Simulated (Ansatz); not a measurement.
One change: `CC(C)CB(Cl)Cl` becomes `CCC(C)C`.

Ansatz, PBE0-D4/def2-TZVP geometries, multiplicity 1. Each molecule was computed in one conformer, which needn't be the lowest.

| property | `CC(C)CB(Cl)Cl` |
| --- | --- |
| LUMO energy (B3LYP/def2-TZVPP) / eV | -1.36 |
| HOMO energy (ωB97M-V/def2-TZVPP) / eV | -10.99 |
| HOMO energy (PBE0/def2-TZVPP) / eV | -8.74 |
| HOMO–LUMO gap (ωB97M-V/def2-TZVPP) / eV | 11.90 |
| size of the dipole moment (ωB97M-V/def2-TZVPP) / D | 1.48 |
| HOMO–LUMO gap (PBE0/def2-TZVPP) / eV | 7.56 |

Question: Give the same properties after the change, and the shifts. (Estimate.)

Answer: Ansatz gave: 
```json
{"property": "LUMO energy (B3LYP/def2-TZVPP) / eV", "`CCC(C)C`": "0.89", "shift": "2.25"}
{"property": "HOMO energy (ωB97M-V/def2-TZVPP) / eV", "`CCC(C)C`": "-11.09", "shift": "-0.10"}
{"property": "HOMO energy (PBE0/def2-TZVPP) / eV", "`CCC(C)C`": "-8.78", "shift": "-0.04"}
{"property": "HOMO–LUMO gap (ωB97M-V/def2-TZVPP) / eV", "`CCC(C)C`": "13.74", "shift": "1.84"}
{"property": "size of the dipole moment (ωB97M-V/def2-TZVPP) / D", "`CCC(C)C`": "0.10", "shift": "-1.38"}
{"property": "HOMO–LUMO gap (PBE0/def2-TZVPP) / eV", "`CCC(C)C`": "10.00", "shift": "2.44"}
```

Dipoles are sizes alone; their direction can turn.

B3LYP here is the variant with VWN-RPA as its local correlation; programs differ in this.

Positive LUMOs are unbound, so they and the gaps depend on the basis.
